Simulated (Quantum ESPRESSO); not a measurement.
# ZrC (P6_3/mmc) in Quantum ESPRESSO: reference runs

How does ZrC come out in PBE? The cell is run as given and disturbed.

Everything below comes from runs of Quantum ESPRESSO 7.5. Logs are shortened: lines on timing, memory, paths and dates and some standing lists are left out, and cuts for length are marked.

## Step 1: The structure

It takes space group P6_3/mmc (No. 194, hexagonal). The conventional cell has a = 3.391 Å, b = 3.391 Å, c = 5.290 Å, α = 90.00°, β = 90.00°, γ = 120.00°. Zr (site symmetry -6m2) is surrounded by 6 C at 2.36 Å. Around C (site symmetry -3m) lie 6 Zr at 2.36 Å and 2 C at 2.65 Å.

The cell comes from a database or a generator and needn't be the stable form of this composition.

## Step 2: Single point, PBE

The input, pw.in:

```
&CONTROL
  calculation = 'scf'
  prefix = 'pwscf'
  outdir = './tmp'
  pseudo_dir = './pseudo'
  tprnfor = .true.
  tstress = .true.
  disk_io = 'low'
/
&SYSTEM
  ibrav = 0
  nat = 4
  ntyp = 2
  ecutwfc = 55
  ecutrho = 440
  nbnd = 24
  occupations = 'smearing'
  smearing = 'fd'
  degauss = 0.00367493
/
&ELECTRONS
  conv_thr = 8d-10
  electron_maxstep = 120
  mixing_beta = 0.5
/
ATOMIC_SPECIES
Zr    91.2240 Zr_pbe_v1.uspp.F.UPF
C     12.0110 C.pbe-n-kjpaw_psl.1.0.0.UPF
CELL_PARAMETERS angstrom
   3.3914762718    0.0000000000    0.0000000000
  -1.6957381359    2.9371046077    0.0000000000
   0.0000000000    0.0000000000    5.2900530000
ATOMIC_POSITIONS crystal
Zr     0.6666666667    0.3333333333    0.7500000000
Zr     0.3333333333    0.6666666667    0.2500000000
C      0.0000000000    0.0000000000    0.5000000000
C      0.0000000000    0.0000000000    0.0000000000
K_POINTS automatic
9 9 5 0 0 0
```

The input, pp_density.in:

```
&INPUTPP
  prefix = 'pwscf'
  outdir = './tmp'
  filplot = 'density.dat'
  plot_num = 0
/
&PLOT
  nfile = 1
  filepp(1) = 'density.dat'
  iflag = 3
  output_format = 6
  fileout = 'density.cube'
/
```

The input, pp_potential.in:

```
&INPUTPP
  prefix = 'pwscf'
  outdir = './tmp'
  filplot = 'potential.dat'
  plot_num = 11
/
&PLOT
  nfile = 1
  filepp(1) = 'potential.dat'
  iflag = 3
  output_format = 6
  fileout = 'potential.cube'
/
```

Potentials or basis: SSSP 1.3 efficiency PBE.

Run with:

```console
> OMP_NUM_THREADS=1 pw.x -in pw.in > pw.out
> OMP_NUM_THREADS=1 pp.x -in pp_density.in > pp_density.out
> OMP_NUM_THREADS=1 pp.x -in pp_potential.in > pp_potential.out
```

pw.out:

```text
This program is part of the open-source Quantum ESPRESSO suite
     for quantum simulation of materials; please cite
         "P. Giannozzi et al., J. Phys.:Condens. Matter 21 395502 (2009);
         "P. Giannozzi et al., J. Phys.:Condens. Matter 29 465901 (2017);
         "P. Giannozzi et al., J. Chem. Phys. 152 154105 (2020);
     in publications or presentations arising from this work. More details at

     file C.pbe-n-kjpaw_psl.1.0.0.UPF: wavefunction(s)  2S 2P renormalized
     Message from routine setup:
     using ibrav=0 with symmetry is DISCOURAGED, use correct ibrav instead

     G-vector sticks info
     --------------------
     sticks:   dense  smooth     PW     G-vecs:    dense   smooth      PW
     Sum        1261     625    187                55435    19511    3223

     Using Slab Decomposition

     bravais-lattice index     =            0
     lattice parameter (alat)  =       6.4090  a.u.
     unit-cell volume          =     355.6025 (a.u.)^3
     number of atoms/cell      =            4
     number of atomic types    =            2
     number of electrons       =        32.00
     number of Kohn-Sham states=           24
     kinetic-energy cutoff     =      55.0000  Ry
     charge density cutoff     =     440.0000  Ry
     scf convergence threshold =      8.0E-10
     mixing beta               =       0.5000
     number of iterations used =            8  plain     mixing
     Exchange-correlation= SLA  PW   PBX  PBC
                           (   1   4   3   4   0   0   0)

     celldm(1)=   6.408961  celldm(2)=   0.000000  celldm(3)=   0.000000
     celldm(4)=   0.000000  celldm(5)=   0.000000  celldm(6)=   0.000000

     crystal axes: (cart. coord. in units of alat)
               a(1) = (   1.000000   0.000000   0.000000 )
               a(2) = (  -0.500000   0.866025   0.000000 )
               a(3) = (   0.000000   0.000000   1.559808 )

     reciprocal axes: (cart. coord. in units 2 pi/alat)
               b(1) = (  1.000000  0.577350 -0.000000 )
               b(2) = (  0.000000  1.154701  0.000000 )
               b(3) = (  0.000000 -0.000000  0.641104 )

     PseudoPot. # 1 for Zr read from file:
     Zr_pbe_v1.uspp.F.UPF
     Pseudo is Ultrasoft + core correction, Zval = 12.0
     Generated by new atomic code, or converted to UPF format
     Using radial grid of  887 points,  6 beta functions with:
                l(1) =   0
                l(2) =   0
                l(3) =   1
                l(4) =   1
                l(5) =   2
                l(6) =   2
     Q(r) pseudized with  6 coefficients,  rinner =    1.200   1.200   1.200
                                                       1.200   1.200

     PseudoPot. # 2 for C  read from file:
     C.pbe-n-kjpaw_psl.1.0.0.UPF
     Pseudo is Projector augmented-wave + core cor, Zval =  4.0
     Generated using "atomic" code by A. Dal Corso  v.5.1
     Shape of augmentation charge: PSQ
     Using radial grid of 1073 points,  4 beta functions with:
                l(1) =   0
                l(2) =   0
                l(3) =   1
                l(4) =   1
     Q(r) pseudized with 0 coefficients

     atomic species   valence    mass     pseudopotential
     Zr               12.00    91.22400     Zr( 1.00)
     C                 4.00    12.01100     C ( 1.00)

     24 Sym. Ops., with inversion, found (12 have fractional translation)

   Cartesian axes

     site n.     atom                  positions (alat units)
         1        Zr     tau(   1) = (   0.5000000   0.2886751   1.1698563  )
         2        Zr     tau(   2) = (  -0.0000000   0.5773503   0.3899521  )
         3        C      tau(   3) = (   0.0000000   0.0000000   0.7799042  )
         4        C      tau(   4) = (   0.0000000   0.0000000   0.0000000  )

     number of k points=    36  Fermi-Dirac smearing, width (Ry)=  0.0037
                       cart. coord. in units 2pi/alat
        k(    1) = (   0.0000000   0.0000000   0.0000000), wk =   0.0049383
        k(    2) = (   0.0000000   0.0000000   0.1282209), wk =   0.0098765
        k(    3) = (   0.0000000   0.0000000   0.2564418), wk =   0.0098765
        k(    4) = (   0.0000000   0.1283001   0.0000000), wk =   0.0296296
        k(    5) = (   0.0000000   0.1283001   0.1282209), wk =   0.0592593
        k(    6) = (   0.0000000   0.1283001   0.2564418), wk =   0.0592593
[... 28 lines left out ...]
        k(   35) = (   0.3333333   0.5773503   0.1282209), wk =   0.0197531
        k(   36) = (   0.3333333   0.5773503   0.2564418), wk =   0.0197531

     Dense  grid:    55435 G-vectors     FFT dimensions: (  45,  45,  72)

     Smooth grid:    19511 G-vectors     FFT dimensions: (  32,  32,  48)

     Check: negative core charge=   -0.000001

     Initial potential from superposition of free atoms

     starting charge      31.9956, renormalised to      32.0000

     negative rho (up, down):  1.193E-01 0.000E+00
     Starting wfcs are   34 randomized atomic wfcs

     Self-consistent Calculation

     iteration #  1     ecut=    55.00 Ry     beta= 0.50
     Davidson diagonalization with overlap
     ethr =  1.00E-02,  avg # of iterations =  2.0

     negative rho (up, down):  1.228E-01 0.000E+00

     total energy              =    -234.87326095 Ry
     estimated scf accuracy    <       1.23901844 Ry

     iteration #  2     ecut=    55.00 Ry     beta= 0.50
     Davidson diagonalization with overlap
     ethr =  3.87E-03,  avg # of iterations =  3.1

     negative rho (up, down):  1.233E-01 0.000E+00

     total energy              =    -235.28213292 Ry
     estimated scf accuracy    <       0.83829146 Ry

     iteration #  3     ecut=    55.00 Ry     beta= 0.50
     Davidson diagonalization with overlap
     ethr =  2.62E-03,  avg # of iterations =  1.9

     negative rho (up, down):  1.245E-01 0.000E+00

     total energy              =    -235.38509956 Ry
     estimated scf accuracy    <       0.02276237 Ry

     iteration #  4     ecut=    55.00 Ry     beta= 0.50
     Davidson diagonalization with overlap
     ethr =  7.11E-05,  avg # of iterations =  4.2

     negative rho (up, down):  1.254E-01 0.000E+00

     total energy              =    -235.39485114 Ry
     estimated scf accuracy    <       0.00931053 Ry

     iteration #  5     ecut=    55.00 Ry     beta= 0.50
     Davidson diagonalization with overlap
     ethr =  2.91E-05,  avg # of iterations =  2.4

     negative rho (up, down):  1.255E-01 0.000E+00

     total energy              =    -235.39608655 Ry
     estimated scf accuracy    <       0.00019581 Ry
[... 28 lines left out ...]
     iteration #  9     ecut=    55.00 Ry     beta= 0.50
     Davidson diagonalization with overlap
     ethr =  1.43E-09,  avg # of iterations =  2.7

     negative rho (up, down):  1.255E-01 0.000E+00

     total energy              =    -235.39610500 Ry
     estimated scf accuracy    <       0.00000067 Ry

     iteration # 10     ecut=    55.00 Ry     beta= 0.50
     Davidson diagonalization with overlap
     ethr =  1.43E-09,  avg # of iterations =  2.6

     negative rho (up, down):  1.255E-01 0.000E+00

     total energy              =    -235.39610512 Ry
     estimated scf accuracy    <          2.0E-09 Ry

     iteration # 11     ecut=    55.00 Ry     beta= 0.50
     Davidson diagonalization with overlap
     ethr =  6.27E-12,  avg # of iterations =  4.1

     negative rho (up, down):  1.255E-01 0.000E+00

     total energy              =    -235.39610512 Ry
     estimated scf accuracy    <          1.3E-09 Ry

     iteration # 12     ecut=    55.00 Ry     beta= 0.50
     Davidson diagonalization with overlap
     ethr =  4.21E-12,  avg # of iterations =  1.3

     negative rho (up, down):  1.255E-01 0.000E+00

     End of self-consistent calculation

          k = 0.0000 0.0000 0.0000 (  2429 PWs)   bands (ev):

   -33.3133 -33.2006 -11.8578 -11.1667 -11.1667 -11.0694 -11.0694 -10.9830
     3.2664   6.9210   9.2026  12.2614  12.2614  13.9656  13.9656  16.0284
    16.3196  16.3196  16.7118  16.7118  17.4053  18.3008  19.4193  22.4337

          k = 0.0000 0.0000 0.1282 (  2453 PWs)   bands (ev):

   -33.3027 -33.2115 -11.7800 -11.1575 -11.1575 -11.0787 -11.0787 -11.0731
     3.5035   6.2410  10.0109  12.2962  12.2962  13.5235  13.5235  15.0126
    17.0336  17.0336  17.0907  17.0907  17.8233  18.5086  19.8027  21.8959

          k = 0.0000 0.0000 0.2564 (  2442 PWs)   bands (ev):

   -33.2747 -33.2399 -11.5711 -11.3016 -11.1332 -11.1332 -11.1031 -11.1031
     4.1677   5.1403  11.5274  12.4712  12.4712  12.8865  12.8865  13.2648
    18.0470  18.0470  18.2733  18.2733  18.6609  18.9507  20.0269  20.3852

          k = 0.0000 0.1283 0.0000 (  2445 PWs)   bands (ev):

   -33.3041 -33.1974 -11.8231 -11.2369 -11.1933 -11.1336 -11.0714 -10.9952
     3.4735   6.7819   9.4421  11.8414  12.4540  13.5308  13.6330  15.4672
    16.3888  16.4335  16.5901  17.2915  18.3940  19.2840  20.0096  21.9723

          k = 0.0000 0.1283 0.1282 (  2463 PWs)   bands (ev):

   -33.2940 -33.2077 -11.7541 -11.2243 -11.1818 -11.1727 -11.0831 -11.0475
     3.6913   6.2011  10.1545  11.9347  12.4658  13.2995  13.3149  14.8768
    16.0726  16.7994  17.5836  17.9150  18.3244  19.4203  20.2245  20.9418

          k = 0.0000 0.1283 0.2564 (  2472 PWs)   bands (ev):

   -33.2675 -33.2346 -11.5706 -11.3419 -11.1787 -11.1514 -11.1232 -11.1137
     4.3030   5.2001  11.5572  12.2038  12.5842  12.7454  12.8956  13.2692
    17.0858  17.6588  18.1071  18.5923  18.6126  19.0730  20.3422  20.5015

          k = 0.0000 0.2566 0.0000 (  2465 PWs)   bands (ev):

   -33.2799 -33.1902 -11.7276 -11.4171 -11.2854 -11.2525 -11.0840 -11.0333
     4.0065   6.4394   9.9728  11.1645  12.8000  12.9791  13.0081  14.4228
    16.4103  17.1629  17.3612  18.3706  20.0035  20.0938  20.8189  20.8634

          k = 0.0000 0.2566 0.1282 (  2457 PWs)   bands (ev):

   -33.2714 -33.1988 -11.6943 -11.3945 -11.3175 -11.2366 -11.1003 -11.0612
     4.1690   6.0562  10.5098  11.3230  12.7493  12.8030  13.0170  14.3264
    15.7339  17.2678  17.8542  18.8576  19.1735  19.7368  20.8121  20.9663
[... 139 lines left out ...]
          k = 0.2222 0.5132 0.1282 (  2438 PWs)   bands (ev):

   -33.2104 -33.1898 -11.7100 -11.5908 -11.4770 -11.3295 -11.2714 -11.1543
     5.2492   5.6683  10.6990  11.4210  11.6530  12.2542  13.0751  14.7387
    15.5464  17.4570  18.4882  19.6225  20.2857  20.3707  21.3786  21.6679

          k = 0.2222 0.5132 0.2564 (  2433 PWs)   bands (ev):

   -33.2040 -33.1961 -11.7132 -11.6742 -11.4725 -11.3969 -11.1578 -11.1114
     5.3543   5.5111  10.7533  11.0561  12.2172  12.9171  13.2215  13.5167
    16.0464  16.8517  18.5255  19.0376  20.5514  20.7330  21.4936  21.7311

          k = 0.3333 0.5774 0.0000 (  2454 PWs)   bands (ev):

   -33.1970 -33.1970 -11.7081 -11.4580 -11.4580 -11.3621 -11.3097 -11.3097
     5.3155   5.6803  11.2269  11.7086  11.7086  11.9087  11.9087  15.6118
    16.1196  16.1196  19.3316  19.3316  19.9863  20.2567  22.3518  22.5260

          k = 0.3333 0.5774 0.1282 (  2454 PWs)   bands (ev):

   -33.1969 -33.1969 -11.6763 -11.5497 -11.5497 -11.3964 -11.2143 -11.2143
     5.3504   5.6462  11.1040  11.1040  11.5085  12.6020  12.6020  14.8990
    16.3022  16.3022  18.9248  18.9248  20.4819  20.5201  22.2694  22.2694

          k = 0.3333 0.5774 0.2564 (  2418 PWs)   bands (ev):

   -33.1969 -33.1969 -11.6335 -11.6335 -11.5919 -11.4850 -11.1245 -11.1245
     5.4420   5.5554  10.7063  10.7063  12.3218  13.1559  13.1559  13.5496
    16.7087  16.7087  18.2281  18.2281  21.1055  21.3505  21.7633  21.7633

     the Fermi energy is    15.0793 ev

!    total energy              =    -235.39610512 Ry
     estimated scf accuracy    <          5.6E-10 Ry
     smearing contrib. (-TS)   =      -0.00045463 Ry
     internal energy E=F+TS    =    -235.39565049 Ry

     The total energy is F=E-TS. E is the sum of the following terms:
     one-electron contribution =     -16.16921486 Ry
     hartree contribution      =      25.53840138 Ry
     xc contribution           =     -44.82419729 Ry
     ewald contribution        =    -187.59369423 Ry
     one-center paw contrib.   =     -12.34694549 Ry

     convergence has been achieved in  12 iterations

     negative rho (up, down):  1.255E-01 0.000E+00

     Forces acting on atoms (cartesian axes, Ry/au):

     atom    1 type  1   force =     0.00000000    0.00000000    0.00000000
     atom    2 type  1   force =    -0.00000000   -0.00000000   -0.00000000
     atom    3 type  2   force =     0.00000000    0.00000000   -0.00000000
     atom    4 type  2   force =     0.00000000    0.00000000    0.00000000

     Total force =     0.000000     Total SCF correction =     0.000000

     Computing stress (Cartesian axis) and pressure

     negative rho (up, down):  1.255E-01 0.000E+00
          total   stress  (Ry/bohr**3)                   (kbar)     P=      -23.80
  -0.00021950  -0.00000000   0.00000000          -32.29       -0.00        0.00
  -0.00000000  -0.00021950   0.00000000           -0.00      -32.29        0.00
   0.00000000   0.00000000  -0.00004642            0.00        0.00       -6.83

=------------------------------------------------------------------------------=
   JOB DONE.
=------------------------------------------------------------------------------=
```

It took 34 s on 1 thread of Intel Xeon Platinum 8488C (Sapphire Rapids), shared host; peak memory 0.28 GiB.

What came out:

| Item | Value |
| --- | --- |
| Free energy | -3202.7272 eV |
| Pressure | -2.4 GPa |
| Band gap on the k mesh | none (metal or under the smearing width) |

Stress tensor (GPa, compression positive):
```
-3.23  0.00  0.00
 0.00 -3.23  0.00
 0.00  0.00 -0.68
```

Levels at points of the mesh, in eV from the Fermi level:
| k point | band 13 | band 14 | band 15 | band 16 | band 17 | band 18 | band 19 | band 20 |
| --- | --- | --- | --- | --- | --- | --- | --- | --- |
| (0.00, 0.00, 0.00) | -2.82 | -1.11 | -1.11 | 0.95 | 1.24 | 1.24 | 1.63 | 1.63 |

## Step 3: Single point, PBE (atoms moved at random, drawn with an rms of 0.05 Å)

pw.in: that of step 2 with these lines changed.

```diff
@@ -7,3 +7,3 @@
   tstress = .true.
-  disk_io = 'low'
+  disk_io = 'nowf'
 /
@@ -33,6 +33,6 @@
 ATOMIC_POSITIONS crystal
-Zr     0.6666666667    0.3333333333    0.7500000000
-Zr     0.3333333333    0.6666666667    0.2500000000
-C      0.0000000000    0.0000000000    0.5000000000
-C      0.0000000000    0.0000000000    0.0000000000
+Zr     0.6564960000    0.3361750000    0.7457770000
+Zr     0.3534290000    0.6814770000    0.2533850000
+C     -0.0106820000   -0.0085700000    0.5010310000
+C      0.0019040000   -0.0091580000   -0.0024290000
 K_POINTS automatic
```

Potentials or basis: SSSP 1.3 efficiency PBE.

Run with:

```console
> OMP_NUM_THREADS=1 pw.x -in pw.in > pw.out
```

Run time: 2.2 min. Hardware: 1 thread of Intel Xeon Platinum 8488C (Sapphire Rapids), shared host; peak memory 0.43 GiB.

The run converged. Its results:

* Free energy: -3202.6461 eV
* Pressure: -1.7 GPa
* Largest force: 1.277 eV/Å
* Band gap on the k mesh: none (metal or under the smearing width)

Forces on the atoms (eV/Å):
```
Zr   0.505 -0.493  0.595
Zr  -0.620 -0.928 -0.621
C    0.238  0.745 -0.087
C   -0.124  0.676  0.113
```

Stress tensor (GPa, compression positive):
```
-2.79 -0.09  0.48
-0.09 -2.61  0.14
 0.48  0.14  0.16
```

Levels at points of the mesh, in eV from the Fermi level:
```csv
k point,band 12,band 13,band 14,band 15,band 16,band 17,band 18,band 19,band 20,band 21
"(0.00, 0.00, 0.00)",-2.89,-2.78,-1.38,-0.89,0.82,1.23,1.26,1.51,1.80,2.33
```
